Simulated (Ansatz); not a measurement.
Theory: Ansatz 0.2.0, DFT PBE, scalar-relativistic, plane waves, PAW. Settings: cutoff 420 eV, Γ-centred meshes spaced at most about 0.3 Å⁻¹, and about 0.25 Å⁻¹ or finer for metals (2π included), Gaussian smearing. Collinear spin in cells that started with moments and kept them past the coarse steps, no spin elsewhere.

These are static total energies at zero pressure.

Two relaxed structures of CuO:

A. (site moments Cu -0.4; O -0.2 (×2) μB)

```yaml
crystal:
  lattice:
    - [3.78198, 0.00000, 0.00000]
    - [0.00000, 3.78198, 0.00000]
    - [0.00000, 0.00000, 2.85746]
  atoms:
    - { symbol: Cu, position: [0.50000, 0.50000, 0.50000] }
    - { symbol: Cu, position: [0.00000, 0.00000, 0.00000] }
    - { symbol: O, position: [0.00000, 0.50000, 0.50000] }
    - { symbol: O, position: [0.50000, 0.00000, 0.50000] }
```

B. (site moments under 0.1 μB)

```yaml
crystal:
  lattice:
    - [0.00000, 2.12217, 2.12217]
    - [2.12217, 0.00000, 2.12217]
    - [2.12217, 2.12217, 0.00000]
  atoms:
    - { symbol: Cu, position: [0.00000, 0.00000, 0.00000] }
    - { symbol: O, position: [0.50000, 0.50000, 0.50000] }
```

Problem. Which is lower in energy, and by how much?

Solution. B is lower, by 210 meV/atom. A has space group P4/mmm (No. 123), 10.2 Å³/atom and no gap on its mesh; B has the rock salt type, space group Fm-3m (No. 225), 9.6 Å³/atom and no gap. Counting O atoms around Cu (those within 1.25 times the shortest such distance or 1.15 times the sum of covalent radii; the shortest distance is added where it is long for a bond; a slash parts the counts of unlike sites), A has Cu 4/8 from 2.4 Å and B has Cu 6. Their magnetic states differ too. The denser one is the lower, and pressure would at first widen the difference. In A, Cu on its first site has 4 O at 1.89 Å; around Cu on its second site lie 8 O at 2.37 Å; O is surrounded by 2 Cu at 1.89 Å and 4 Cu at 2.37 Å. In B, around Cu lie 6 O at 2.12 Å; O is surrounded by 6 Cu at 2.12 Å. Both come from invented guesses. The part of the Crystallography Open Database at hand lists CuO in space groups No. 9, 15; no cell shown has one of them.

In such compounds of Cu a zero gap at this level may well be an artefact, since no Hubbard U is applied. Another magnetic order may lie lower. Cells relaxed within their symmetry can be saddle points.
